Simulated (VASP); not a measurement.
# B (Pmmn) in VASP: equation of state, part 2 of 2

VASP 6.6.1. The steps go on from the part before.

### Step 4. Equation of state, PBE, 8.93 Å³/atom (volume scaled by 0.98)

INCAR reads:

```
  PREC = Accurate
  ENCUT = 520
  EDIFF = 1E-7
  ISMEAR = -1
  SIGMA = 0.05
  LREAL = F
  LASPH = T
  NELM = 100
  ALGO = Normal
  ISIF = 2
  LWAVE = F
  LCHARG = F
  GGA = PE
  NBANDS = 10
```

KPOINTS reads:

```
Automatic mesh
0
Gamma
  16 9 7
```

POSCAR reads:

```
B
1.0
    1.6136565842      0.0000000000      0.0000000000
    0.0000000000      2.8469135144      0.0000000000
    0.0000000000      0.0000000000      3.8881280675
B
2
Direct
    0.0000000000      0.5000000000      0.6092600000
    0.5000000000      0.0000000000      0.3907400000
```

Potentials or basis: VASP PAW PBE potentials, release 64 (B).

Command:

```console
$ cat potpaw_PBE.64/B/POTCAR > POTCAR
$ mpirun -np 1 vasp_std > vasp.out
```

OUTCAR:

```text
PREC = Accurate
   ENCUT = 520
   EDIFF = 1E-7
   ISMEAR = -1
   LREAL = F
   LASPH = T
   NELM = 100
   ISIF = 2
   GGA = PE

 Found    180 irreducible k-points:

 Following reciprocal coordinates:
            Coordinates               Weight
  0.000000  0.000000  0.000000      1.000000
  0.062500  0.000000  0.000000      2.000000
  0.125000  0.000000  0.000000      2.000000
  0.187500  0.000000  0.000000      2.000000
  0.250000  0.000000  0.000000      2.000000
  0.312500  0.000000  0.000000      2.000000
   k-points           NKPTS =    180   k-points in BZ     NKDIM =    180   number of bands    NBANDS=     10
   number of dos      NEDOS =    301   number of ions     NIONS =      2
   total plane-waves  NPLWV =   8640
   dimension x,y,z NGX =    12 NGY =   24 NGZ =   30
   dimension x,y,z NGXF=    24 NGYF=   48 NGZF=   60
   ions per type =               2
   NGX,Y,Z   is equivalent  to a cutoff of  12.36, 14.01, 12.83 a.u.
   NGXF,Y,Z  is equivalent  to a cutoff of  24.73, 28.03, 25.65 a.u.
 SYSTEM =  unknown system
   PREC   = accura    normal or accurate (medium, high low for compatibility)
   ISTART =      0    job   : 0-new  1-cont  2-samecut
   ICHARG =      2    charge: 1-file 2-atom 10-const
   ISPIN  =      1    spin polarized calculation?
   LNONCOLLINEAR =      F non collinear calculations
   LSORBIT =      F    spin-orbit coupling
   LASPH  =      T    aspherical Exc in radial PAW
   ENCUT  =  520.0 eV  38.22 Ry    6.18 a.u.   3.00  5.29  7.23*2*pi/ulx,y,z
   NELM   =    100;   NELMIN=  2; NELMDL= -5     # of ELM steps
   EDIFF  = 0.1E-06   stopping-criterion for ELM
   LREAL  =      F    real-space projection
   EDIFFG = 0.1E-05   stopping-criterion for IOM
   NSW    =      0    number of steps for IOM
   IBRION =     -1    ionic relax: 0-MD 1-quasi-New 2-CG
   NFREE  =      0    steps in history (QN), initial steepest desc. (CG)
   ISIF   =      2    stress and relaxation
   ISYM   =      2    0-nonsym 1-usesym 2-fastsym
   POTIM  = 0.5000    time-step for ionic-motion
   TEBEG  =    0.0;   TEEND  =   0.0 temperature during run
   PSTRESS=    0.0 pullay stress
   NELECT =       6.0000    total number of electrons
   NUPDOWN=      -1.0000    fix difference up-down
   EMIN   =  10.00;   EMAX   =-10.00  energy-range for DOS
   EFERMI =   0.00;   METHOD = LEGACY
   ISMEAR =    -1;   SIGMA  =   0.05  broadening in eV -4-tet -1-fermi 0-gaus
   EFERMI_NEDOS =   21; number of points for ismear=-14 and -15
   IALGO  =     38    algorithm
   IMIX   =      4    mixing-type and parameters
     AMIX     =   0.40;   BMIX     =  1.00
     AMIX_MAG =   1.60;   BMIX_MAG =  1.00
  volume/ion in A,a.u.               =       8.93        60.27
  Fermi-wavevector in a.u.,A,eV,Ry     =   1.138020  2.150546 17.620766  1.295090
  Thomas-Fermi vector in A             =   2.274725
   LORBIT       =      0    0 simple, 1 ext, 2 COOP (PROOUT), +10 PAW based schemes
   GGA     = PE    functional components
   LHFCALC =     F    Hartree Fock is set to
   AEXX    =    0.0000 exact exchange contribution
   IVDW    =     0    specifies the selected vdW correction
   LEPSILON=     F    determine dielectric tensor
   LRPA    =     F    only Hartree local field effects (RPA)
 non-spin polarized calculation
  energy-cutoff  :      520.00
  volume of cell :       17.86
 maximum number of plane-waves:       500
   NGX =  7   NGY = 11   NGZ = 15

 number of electron       6.0000000 magnetization

 Free energy of the ion-electron system (eV)
  ---------------------------------------------------
  ext. energy  EPLUGINS =         0.00000000
  ---------------------------------------------------
  free energy    TOTEN  =       -12.45114892 eV

  energy without entropy =      -12.44800705  energy(sigma->0) =      -12.44957798

 E-fermi :   4.5168     XC(G=0): -10.3875

 val. band max:        4.5162824002   @ k =   0.3750   0.2222   0.4286
 cond. band min:       4.5628615289   @ k =   0.0000   0.0000   0.2857
 fundamental gap:      0.0465791287
 Fermi energy:         4.5167716843

 k-point     1 :       0.0000    0.0000    0.0000
  band No.  band energies     occupation
      1     -11.7476      2.00000
      2      -1.4014      2.00000
      3      -0.8620      2.00000
      4       2.0589      2.00000
      5       7.5956      0.00000
      6      12.9148      0.00000
      7      16.1166      0.00000
      8      20.9790      0.00000
      9      23.0493      0.00000
     10      27.0094      0.00000

 k-point     2 :       0.0625    0.0000    0.0000
  band No.  band energies     occupation
      1     -11.5884      2.00000
      2      -1.2371      2.00000
      3      -0.6478      2.00000
      4       2.2745      2.00000
      5       7.6324      0.00000
      6      13.1029      0.00000
      7      16.2119      0.00000
      8      21.0695      0.00000
      9      23.2740      0.00000
     10      25.6245      0.00000

 k-point     3 :       0.1250    0.0000    0.0000
  band No.  band energies     occupation
      1     -11.1131      2.00000
      2      -0.7613      2.00000
      3      -0.0065      2.00000
      4       2.9200      2.00000
      5       7.7200      0.00000
      6      13.6560      0.00000
      7      16.4691      0.00000
      8      20.9784      0.00000
      9      23.4208      0.00000
     10      23.9479      0.00000

 k-point     4 :       0.1875    0.0000    0.0000
  band No.  band energies     occupation
      1     -10.3283      2.00000
      2      -0.0395      2.00000
      3       1.0584      2.00000
      4       3.9894      1.99995
      5       7.7913      0.00000
      6      14.5314      0.00000
      7      16.7855      0.00000
      8      19.2195      0.00000
      9      23.1593      0.00000
     10      25.0704      0.00000

 k-point     5 :       0.2500    0.0000    0.0000
  band No.  band energies     occupation
      1      -9.2463      2.00000
      2       0.7550      2.00000
      3       2.5398      2.00000
      4       5.4693      0.00000
      5       7.7748      0.00000
      6      15.6124      0.00000
      7      16.9389      0.00000
      8      17.1051      0.00000
      9      23.9811      0.00000
     10      24.0387      0.00000

 k-point     6 :       0.3125    0.0000    0.0000
  band No.  band energies     occupation
      1      -7.8865      2.00000
      2       1.2027      2.00000
      3       4.4244      1.72779
      4       7.3263      0.00000
      5       7.8094      0.00000
      6      15.7824      0.00000
      7      16.5624      0.00000
      8      16.6071      0.00000
      9      22.5341      0.00000
     10      24.9502      0.00000

 [... further k-points ...]

------------------------ aborting loop because EDIFF is reached ----------------------------------------

  FORCE on cell =-STRESS in cart. coord.  units (eV):
  Direction    XX          YY          ZZ          XY          YZ          ZX
  --------------------------------------------------------------------------------------
  -------------------------------------------------------------------------------------
  Total        0.7006210      0.5417856      0.0403410      0.0000000      0.0000000      0.0000000
  in kB       62.8445700     48.5972906      3.6185194      0.0000000      0.0000000      0.0000000
  external PRESSURE =      38.3534600 kB  Pullay stress =       0.0000000 kB

 VOLUME and BASIS-vectors are now :
 -----------------------------------------------------------------------------
  energy-cutoff  :      520.00
  volume of cell :       17.86
      direct lattice vectors                 reciprocal lattice vectors
     1.613656584  0.000000000  0.000000000     0.619710544  0.000000000  0.000000000
     0.000000000  2.846913514  0.000000000     0.000000000  0.351257597  0.000000000
     0.000000000  0.000000000  3.888128067     0.000000000  0.000000000  0.257193174

 POSITION                                       TOTAL-FORCE (eV/Angst)
 -----------------------------------------------------------------------------------
      0.00000      1.42346      2.36888         0.000000      0.000000      0.083793
      0.80683      0.00000      1.51925         0.000000      0.000000     -0.083793
 -----------------------------------------------------------------------------------
    total drift:                                0.000000      0.000000      0.000000

  FREE ENERGIE OF THE ION-ELECTRON SYSTEM (eV)
  ---------------------------------------------------
  free  energy   TOTEN  =       -12.4511489180 eV

  energy  without entropy=      -12.4480070519  energy(sigma->0) =      -12.44957798
```

stdout:

```text
POSCAR found type information on POSCAR B
 POSCAR found :  1 types and       2 ions
 scaLAPACK will be used
 LDA part: xc-table for (Slater+PW92), standard interpolation
 POSCAR, INCAR and KPOINTS ok, starting setup
 FFT: planning ... GRIDC
 FFT: planning ... GRID_SOFT
 FFT: planning ... GRID
 WAVECAR not read
 entering main loop
```

Wall time 8.1 s (1 thread of Intel Xeon 6975P-C (Granite Rapids), shared host); peak memory 0.13 GiB.

Results:

```
Free energy            : -12.4511 eV
Pressure               : 3.8 GPa
Largest force          : 0.084 eV/Å
Band gap on the k mesh : none (metal or under the smearing width)
```

Caveat: this functional lacks dispersion, which binds the layers, so the pressure and a relaxed spacing across them are unreliable.

### Step 5. Equation of state, PBE, 9.30 Å³/atom (volume scaled by 1.02)

INCAR reads:

```
PREC     = Accurate       # precision mode
ENCUT    = 520            # plane-wave cutoff, eV
EDIFF    = 1E-7           # SCF threshold, eV
ISMEAR   = -1             # smearing method
SIGMA    = 0.05           # smearing width, eV
LREAL    = False          # projectors in reciprocal space
LASPH    = True           # aspherical terms in the spheres
NELM     = 60             # most SCF steps
ALGO     = Normal         # electronic algorithm
ISIF     = 2              # what is computed and relaxed
LWAVE    = False          # write WAVECAR
LCHARG   = False          # write CHGCAR
GGA      = PE             # functional
NBANDS   = 10             # bands
```

KPOINTS is that of step 4.

POSCAR reads:

```
B
1.0
    1.6353189890      0.0000000000      0.0000000000
    0.0000000000      2.8851316790      0.0000000000
    0.0000000000      0.0000000000      3.9403239343
B
2
Direct
    0.0000000000      0.5000000000      0.6092600000
    0.5000000000      0.0000000000      0.3907400000
```

Command:

```console
$ cat potpaw_PBE.64/B/POTCAR > POTCAR
$ mpirun -np 1 vasp_std > vasp.out
```

Run time: 8 s. Hardware: 1 thread of Intel Xeon 6975P-C (Granite Rapids), shared host; peak memory 0.14 GiB.

Results (log left out):

| Item | Value |
| --- | --- |
| Free energy | -12.4524 eV |
| Pressure | -3.3 GPa |
| Largest force | 0.066 eV/Å |
| Band gap on the k mesh | none (metal or under the smearing width) |

Caveat: this functional lacks dispersion, which binds the layers, so the pressure and a relaxed spacing across them are unreliable.

### Step 6. Equation of state, PBE, 9.48 Å³/atom (volume scaled by 1.04)

INCAR reads:

```
ALGO = Normal ; EDIFF = 1E-7
ENCUT = 520 ; GGA = PE
ISIF = 2 ; ISMEAR = -1
LASPH = True ; LCHARG = False
LREAL = False ; LWAVE = False
NBANDS = 10 ; NELM = 60
PREC = Accurate ; SIGMA = 0.05
```

KPOINTS reads:

```
k-points
0
Gamma
  16 9 7
```

POSCAR reads:

```
B
1.0
    1.6459382411      0.0000000000      0.0000000000
    0.0000000000      2.9038668253      0.0000000000
    0.0000000000      0.0000000000      3.9659111703
B
2
Direct
    0.0000000000      0.5000000000      0.6092600000
    0.5000000000      0.0000000000      0.3907400000
```

Potentials or basis: VASP PAW PBE potentials, release 64 (B).

Command:

```console
$ cat potpaw_PBE.64/B/POTCAR > POTCAR
$ mpirun -np 1 vasp_std > vasp.out
```

Wall time 8.4 s (1 thread of Intel Xeon 6975P-C (Granite Rapids), shared host); peak memory 0.13 GiB.

The run converged. Its results:

```
Free energy            : -12.4415 eV
Pressure               : -6.4 GPa
Largest force          : 0.133 eV/Å
Band gap on the k mesh : none (metal or under the smearing width)
```

Caveat: this functional lacks dispersion, which binds the layers, so the pressure and a relaxed spacing across them are unreliable.

### Step 7. Equation of state, PBE, 9.66 Å³/atom (volume scaled by 1.06)

INCAR reads:

```
SYSTEM = B
ALGO = Normal
EDIFF = 1E-7
ENCUT = 520
GGA = PE
ISIF = 2
ISMEAR = -1
LASPH = .True.
LCHARG = .False.
LREAL = .False.
LWAVE = .False.
NBANDS = 10
NELM = 100
PREC = Accurate
SIGMA = 0.05
```

KPOINTS reads:

```
k-points
0
Gamma
  16 9 7
  0 0 0
```

POSCAR reads:

```
B
1.0
    1.6564222068      0.0000000000      0.0000000000
    0.0000000000      2.9223632910      0.0000000000
    0.0000000000      0.0000000000      3.9911724321
B
2
Direct
    0.0000000000      0.5000000000      0.6092600000
    0.5000000000      0.0000000000      0.3907400000
```

Command:

```console
$ cat potpaw_PBE.64/B/POTCAR > POTCAR
$ mpirun -np 1 vasp_std > vasp.out
```

Wall time 8.5 s (1 thread of Intel Xeon 6975P-C (Granite Rapids), shared host); peak memory 0.14 GiB.

The run converged. Its results:

```
Free energy            : -12.4239 eV
Pressure               : -9.2 GPa
Largest force          : 0.195 eV/Å
Band gap on the k mesh : none (metal or under the smearing width)
```

Caveat: this functional lacks dispersion, which binds the layers, so the pressure and a relaxed spacing across them are unreliable.

### Step 8. Equation of state, PBE

Potentials or basis: VASP PAW PBE potentials, release 64 (B).

No new run: the results of the series are fitted here.

What came out:

```
Equilibrium volume                        : 9.12 Å³/atom
Bulk modulus at fixed shape and positions : 177 GPa
Pressure derivative of the bulk modulus   : 3.4
```

Energy against volume, from the lowest point:
| volume (Å³/atom) | energy (meV/atom) |
| --- | --- |
| 8.566 | 20.66 |
| 8.749 | 9.08 |
| 8.931 | 2.33 |
| 9.113 | 0.00 |
| 9.295 | 1.72 |
| 9.478 | 7.15 |
| 9.660 | 15.96 |

Caveat: the cell was scaled at fixed shape and fractional positions, which overstates the stiffness of a crystal with free parameters, most of all of layers and chains; this functional lacks dispersion, which binds the layers, so the pressure and a relaxed spacing across them are unreliable.
